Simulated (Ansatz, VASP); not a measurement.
Given: the input of a run of VASP 6.6.1 on Sb.

Contents of POSCAR:

```
Sb
1.0
    3.2219765189      0.0000000000      0.0000000000
    0.0000000000      3.2219765189      0.0000000000
    0.0000000000      0.0000000000      3.2219765189
Sb
1
Direct
    0.0000000000      0.0000000000      0.0000000000
```

The input INCAR.step1:

```
PREC = Accurate
ENCUT = 520
ISMEAR = -1
SIGMA = 0.05
LREAL = F
LASPH = T
NELM = 60
NBANDS = 8
GGA = PE
ALGO = Normal
EDIFF = 1E-4
LWAVE = T
LCHARG = F
```

Contents of INCAR.step2:

```
PREC = Accurate
ENCUT = 520
EDIFF = 1E-7
ISMEAR = -1
SIGMA = 0.05
LREAL = F
LASPH = T
NELM = 60
ALGO = Normal
ISIF = 2
LWAVE = F
LCHARG = F
METAGGA = R2SCAN
LMIXTAU = T
NBANDS = 8
ISTART = 1
```

The input KPOINTS:

```
Automatic mesh
0
Gamma
  8 8 8
```

Potentials or basis: VASP PAW PBE potentials, release 64 (Sb).

Run with:

```console
$ cat potpaw_PBE.64/Sb/POTCAR > POTCAR
$ cp INCAR.step1 INCAR
$ mpirun -np 1 vasp_std > vasp.out
$ cp INCAR.step2 INCAR
$ mpirun -np 1 vasp_std > vasp.out
```

Task: Set up the same calculation for Ansatz 0.2.0. Potentials there: Ansatz PAW.

Result: As run (the cutoff follows the program's own potentials):

File input.yaml:

```yaml
crystal:
  lattice:
    - [3.2219765189, 0.0, 0.0]
    - [0.0, 3.2219765189, 0.0]
    - [0.0, 0.0, 3.2219765189]
  atoms:
    - { symbol: Sb, position: [0.0, 0.0, 0.0] }
hamiltonian:
  xc: r2scan
  pseudopotentials: { kind: paw }
kpoints:
  mp_grid: { grid: [8, 8, 8] }
scf:
  occupations: { method: fermi_dirac, width: 0.05 }
output:
  forces: true
  stress: true
  eigenvalues: true
```

Potentials or basis: Ansatz PAW.

Launch:

```console
$ ansatz run input.yaml --threads 2 --pin off --max-ram 5632MiB --backend cpu --events-out ev --progress --plain --runs-dir out
```

Both were run:

|  | VASP | Ansatz | Ansatz less VASP |
| --- | --- | --- | --- |
| gap on the k mesh at the Fermi level (eV) | none | none | - |
| pressure (GPa) | -5.7 | -5.7 | +0.03 |

A gap of «none» marks a metal or a gap that the smearing closes. The two sets of potentials don't hold the same shells in valence.

Caveats: the PAW data sets were made with another functional, which shifts forces and pressure a little (VASP); the PAW data sets come from PBE, with cores solved anew for the run's functional, which leaves a small shift of forces and pressure (Ansatz). Spin-orbit coupling is left out, which matters for the levels of Sb.
